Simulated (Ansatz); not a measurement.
**Ba, before and after**

The cell of Ba is invented: random cell by space group and Wyckoff sites (P-6m2, No. 187). Lengths were set from tabulated atomic sizes, so they are only a guess.

start:

Space group P-6m2 (No. 187). a = 5.903 Å, b = 5.903 Å, c = 7.476 Å, α = 90.00°, β = 90.00°, γ = 120.00°
```
atom  site  symmetry       x       y       z
  Ba    1a      -6m2  0.0000  0.0000  0.0000
  Ba    1b      -6m2  0.0000  0.0000  0.5000
  Ba    1f      -6m2  0.6667  0.3333  0.5000
```

All numbers below come from DFT PBE, scalar-relativistic, plane waves, PAW in Ansatz. Cutoff 420 eV, Gaussian smearing, Γ-centred meshes. Cell and atoms relax first on a coarse mesh and then on a finer one. In between, the cell is made exact in the group found at 0.06 Å. In metals the finer mesh still leaves noise of several meV/atom or more. The steps can't lower the symmetry of their start. No spin polarisation.

end:

Space group P-6m2 (No. 187). a = 5.777 Å, b = 5.777 Å, c = 7.680 Å, α = 90.00°, β = 90.00°, γ = 120.00°
```
atom  site  symmetry       x       y       z
  Ba    1a      -6m2  0.0000  0.0000  0.0000
  Ba    1b      -6m2  0.0000  0.0000  0.5000
  Ba    1f      -6m2  0.6667  0.3333  0.5000
```

The symmetry stays P-6m2 (No. 187). The volume per atom shrinks by 1.6 %, from 75.2 to 74.0 Å³. The shortest distance goes from 3.41 Å (Ba–Ba) to 3.34 Å (Ba–Ba).

```yaml
Volume_per_atom: 73.98 Å³
Density: 3.08 g/cm³
Energy_over_the_standard_state: +0.91 eV/atom
Gap_on_the_12×12×6_mesh_of_the_3-atom_cell: 0 eV (a metal)
```

Energies count from the standard state of Ba at the same level. So it is a metastable form at best.

The last run used Gaussian smearing of 0.10 eV. Symmetry constrained the relaxation, so the result can be a saddle point. In all, the 3 runs took 4.3 min on 1 thread of Intel(R) Xeon(R) Processor @ 2.50GHz (Skylake/Cascade Lake) (shared host).
